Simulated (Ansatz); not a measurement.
Debugging a calculation of the dielectric tensor and Born charges of PbS, space group Aem2 (the Python package of Ansatz (0.2.0)).

`run_eps.py`
```python
import logging
import sys

import ansatz as az
import numpy as np

logging.basicConfig(stream=sys.stdout, format="%(levelname)s %(message)s")
log = logging.getLogger("calc")
log.setLevel(logging.INFO)

KMESH = (2, 4, 4)
ECUT = 510
XC = "pbesol"
CHARGE = -2
MAX_ITERATIONS = 95
FILLING = "fixed"


def main() -> None:
    lattice = az.Lattice.of(
        (11.29827708, 0.0, 0.0),
        (0.0, 3.00437503, 3.00618079),
        (0.0, -3.00437503, 3.00618079),
    )
    sites = [
        ("Pb", (0.6245814, 0.25663803, 0.75663803)),
        ("Pb", (0.3754186, 0.75663803, 0.25663803)),
        ("S", (0.61367525, 0.76436197, 0.26436197)),
        ("S", (0.38632475, 0.26436197, 0.76436197)),
    ]
    crystal = az.Crystal(lattice=lattice)
    for symbol, position in sites:
        crystal = crystal.atom(symbol, position)

    setup = (
        crystal.calculation()
        .kpoints(mesh=KMESH)
        .basis(ECUT)
        .functional(XC)
        .charge(CHARGE)
        .scf(max_iterations=MAX_ITERATIONS)
        .occupations(FILLING)
        .dielectric()
    )
    outcome = setup.run(threads=1, backend="cpu")
    response = outcome.dielectric
    eps = np.asarray(response.eps_inf)

    values = np.linalg.eigvalsh(eps)
    print("principal values of eps_inf:", np.round(values, 3))
    print("refractive indices:", np.round(np.sqrt(values), 3))
    for site, z in zip(outcome.lattice.sites, response.zstar_e):
        log.info(f"{site.symbol:2s} Z* trace/3 = {np.trace(z) / 3:+.3f} e")
    log.info(f"charge neutrality missed by {response.zstar_sum_residual_pre_e:.4f} e before the sum rule")


if __name__ == "__main__":
    main()
```

```console
$ python run_eps.py
RunWarning: iter 1: σ=0 fill of 21 bands saw a band overlap (occupied 6.0435 eV > unoccupied 3.6649 eV) — on an unconverged iterate often a transient of an unconverged empty band; one that stands at the close is told there (band_overlap_at_count); if the run fails to converge, the spectrum is likely genuinely metallic at σ=0 — use a smearing of finite width or the tetrahedron method (which not every kind of run takes: see the entry of scf.occupations.method in the input reference), with at least one empty band (raise scf.n_extra_bands, or leave it out; where the count is already the smallest k-point's plane-wave count, raise basis.ecutwfc first)
RunWarning: a fill by count may have filled part of one level: at k-index 7 the highest filled band, 3.334479 eV, and the lowest empty band, 3.334479 eV, stand 2.220e-15 eV apart, within the solve's uncertainty, 1.000e-5 eV. If they are one level, whatever splits it, however little, can move the result. A smearing (`scf.occupations.method` with a `width`) well over the split that the run's distortions make, where the deck can take one, can fill the level evenly. On an open shell (a free atom, a radical) an even fill, a smearing's or one that the run's symmetry operations hold, can lie tenths of an eV above a state that splits the level, and an energy difference taken against it is then off by as much. To look for that state on an open shell, re-run with `crystal.symmetry.detect: false`, without `crystal.symmetry.time_reversal: true` (on a non-collinear deck from a starting moment too), where the deck allows it, and compare the energies; that run can end on one of several states, or fail to converge. If the gap is true, a tighter SCF threshold (`scf.convergence.dr2_threshold`, or `saddle.dr2_threshold`, `phonons.dr2_threshold` by `fd` or `hamiltonian.hubbard.lr.dr2_threshold` where [...]
RunWarning: the bands overlap at the fill by count (21 filled at each k-point of a channel): the highest filled level, 5.414878 eV at k-index 9, stands 2.2832 eV over the lowest empty one, 3.131722 eV at k-index 0, so that a fill of the lowest levels lies lower and no gap is reported. A metal, or a carrier in a host's bands, wants a smearing of finite width or the tetrahedron method (`scf.occupations.method`). A defect's level that its images broaden is meant whole, and this fill is then the right one; a shifted mesh or single k-points narrow the overlap
Traceback (most recent call last):
  File "run_eps.py", line 58, in <module>
    main()
    ~~~~^^
  File "run_eps.py", line 45, in main
    outcome = setup.run(threads=1, backend="cpu")
  ...
ansatz.StepError: ε∞ and Z* need a gap, but bands filled by count overlap by 2.283156 eV on the k mesh, or with points off the mesh included. The figure reads 0.000000 also where such a point narrows the gap to 0.001 eV or less. If this mesh's own density or exchange is what closes the gap, use a denser `kpoints.mp_grid`. A phonon run with neither `phonons.dielectric: true` nor `phonons.dynamical_quadrupoles: true` can take another functional's tensors in `phonons.non_analytic_term`, where the input allows that key. Under `scf.occupations.method: fixed` the tensors of the counted bands are given, unless the bands meet at a point or the displacements are in a larger cell than the response's
The last result that the run could keep is in <dir> where next_state_free_energy_ev on a file's second line is a number, the run has left its state, where lower_state_in_no_save there is true it has gone on to a lower one that no save has, where lower_state_not_kept there is true it has shown a lower one that it does not keep, where withdrawn there is true it has taken that telling back, where relaxation_convergence_pending there is true the relaxation had not been seen to end on it, where checkpoint_pending there is true a resume need not go on from it, and where ended_on there is non_converged, with further_exchange_loops ahead (goes_on_to, as later_telling there has it, where it stands), the run gives no result, that one neither; one whose goes_on_to is unconverged_end is of a structure not shown to be relaxed.
$ echo $?
1
```
(Warnings from the package without file and line, shortened; library frames cut from the traceback.)

What is wrong, and how is it mended?

The fault: the net charge is wrong for this system. The correction:

```diff
--- before
+++ after
@@ -13,3 +13,2 @@
 XC = "pbesol"
-CHARGE = -2
 MAX_ITERATIONS = 95
@@ -39,3 +38,2 @@
         .functional(XC)
-        .charge(CHARGE)
         .scf(max_iterations=MAX_ITERATIONS)
```

After the fix:

```console
$ python run_eps.py
principal values of eps_inf: [1.888 8.349 8.4  ]
refractive indices: [1.374 2.889 2.898]
INFO Pb Z* trace/3 = +3.171 e
INFO Pb Z* trace/3 = +3.171 e
INFO S  Z* trace/3 = -3.171 e
INFO S  Z* trace/3 = -3.171 e
INFO charge neutrality missed by 0.0208 e before the sum rule
```

The cell holds layers, chains or clusters in vacuum, no bulk phase. The Fermi level of a run with fixed occupations marks the highest occupied state on its mesh, not mid-gap. Averages over directions belong to no single polarisation, least of all in layered crystals. Pressure is positive in compression. Points of the mesh across the vacuum add cost only. Spin-orbit coupling, which matters for elements this heavy, is left out. The structure comes from a database of computed cells and needn't be a stable or known phase. This is the electronic (clamped-ion) response; a semilocal gap that is too small tends to raise it. The typed mesh is that of the SCF; the response is solved on denser meshes that the run picks. Run time: 3.9 min on 1 thread of Arm Neoverse V2 (shared host), peak memory 1.2 GiB.

(Lines on the test bed's own set-up are left out of the output.)
